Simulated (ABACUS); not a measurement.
# PtSe2 (Sudovikovite) under changes of volume

One of the cells (20.265 Å³/atom); the others are scaled copies at fixed shape and fractional positions:

```
CELL_PARAMETERS angstrom
3.72400 0.00000 0.00000
-1.86200 3.22508 0.00000
0.00000 0.00000 5.06200
ATOMIC_POSITIONS crystal
Pt 0.00000 0.00000 0.00000
Se 0.66667 0.33333 0.75000
Se 0.33333 0.66667 0.25000
```

```yaml
Program: ABACUS 3.10.1
Functional: PBE
Potentials_or_basis: PseudoDojo NC FR 0.4 PBE stringent
Cutoff: 1429 eV
Density_cutoff: 5714 eV
Basis: DZP LCAO (the cutoffs set its grid)
k_mesh: 5 × 5 × 3
Occupations: fermi-dirac, width 0.05 eV
Spin: spin-orbit coupling, no magnetisation
```

```csv
volume (Å³/atom),energy over the lowest point (meV/atom),pressure (GPa),largest force (eV/Å)
19.049,133.84,19.3,1.700
19.455,90.61,15.3,1.370
19.860,56.93,11.7,1.065
20.265,31.92,8.4,0.786
20.671,14.34,5.6,0.533
21.076,?,?,?
21.481,0.00,0.7,0.086
```

Problem. What does the run at 21.076 Å³/atom give?

Solution. Energy over the lowest point 4.16 meV/atom; pressure 3.0 GPa; largest force 0.302 eV/Å.

Worked out: A Birch-Murnaghan fit of order 3 (a polynomial in V^(-2/3)) to the other rows has its minimum at 21.56 Å³/atom, just outside them, with B0 = V·E''(V) = 119 GPa and B' = 4.1 at fixed shape and positions, which overstates the stiffness. It gives 4.02 meV/atom at 21.076 Å³/atom, against the run's 4.16, and -dE/dV = 2.8 GPa, against 3.0.

Energies are extrapolated to zero smearing.

Caveats: all runs use coarse meshes; the atomic orbitals were generated for these runs and aren't a published set; the basis of atomic orbitals isn't converged, which shifts pressures, moduli and gaps; forces of over 1 eV/Å show positions far from the minimum, so gaps and moduli don't describe the material at rest (some runs).
